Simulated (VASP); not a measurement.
## C: relaxation of cell and atoms with PBEsol

Crystal: C.

```
CELL_PARAMETERS angstrom
0.00000 1.78337 1.78337
1.78337 0.00000 1.78337
1.78337 1.78337 0.00000
ATOMIC_POSITIONS crystal
C 0.00000 0.00000 0.00000
C 0.25000 0.25000 0.25000
```

This isn't the form of C at room conditions, which is graphite.

| Item | Value |
| --- | --- |
| Program | VASP 6.6.1 |
| Task | relaxation of cell and atoms |
| Functional | PBEsol |
| Potentials or basis | VASP PAW PBE potentials, release 64 (C) |
| Cutoff | 600 eV |
| k mesh | 14 × 14 × 14 |
| Occupations | gaussian, width 0.03 eV |
| Spin | no spin polarisation |
| Further INCAR settings | ALGO = Normal; EDIFF = 1e-06; IBRION = 2; EDIFFG = -0.01; NSW = 90; ISIF = 3 |

The relaxed volume is 5.62 Å³/atom. The relaxed cell is a = 2.514 Å, b = 2.514 Å, c = 2.514 Å, α = 60.00°, β = 60.00°, γ = 60.00° and the space group after relaxing (to 0.05 Å) is Fd-3m (No. 227). The energy gained by relaxing is 0.8 meV/atom, the ionic steps are 3 and the pressure after relaxing is 0.0 GPa. The band gap on the k mesh is 4.03 eV, indirect (least direct gap 5.57 eV).

The path:
| step | energy change (eV) | largest force (eV/Å) | pressure (GPa) | volume (Å³) |
| --- | --- | --- | --- | --- |
| 1 | 0.0000 | 0.0000 | -4.41 | 11.34 |
| 2 | 0.0010 | 0.0000 | 5.83 | 11.09 |
| 3 | -0.0016 | 0.0000 | -0.01 | 11.23 |

Final structure:
```
C
1.0
     0.00000    1.77745    1.77745
     1.77745    0.00000    1.77745
     1.77745    1.77745    0.00000
C
2
Direct
  0.00000 0.00000 0.00000
  0.25000 0.25000 0.25000
```

Levels at points of the mesh, in eV from the valence-band top:
| k point | band 1 | band 2 | band 3 | band 4 | band 5 | band 6 | band 7 | band 8 |
| --- | --- | --- | --- | --- | --- | --- | --- | --- |
| (0.00, 0.00, 0.00) | -21.66 | 0.00 | 0.00 | 0.00 | 5.57 | 5.57 | 5.57 | 13.60 |
| (0.50, 0.00, 0.00) | -15.77 | -13.58 | -2.84 | -2.84 | 8.43 | 8.43 | 8.97 | 15.58 |
| (0.50, 0.50, 0.00) | -12.85 | -12.85 | -6.40 | -6.40 | 4.62 | 4.62 | 16.93 | 16.93 |

Run time: 9.9 s on 1 thread of Intel(R) Xeon(R) Platinum 8488C (Sapphire Rapids), with other jobs on the host, peak memory 0.12 GiB.

Caveat: the PAW data sets were made with another functional, which shifts forces and pressure a little. A k mesh can miss the band edges.
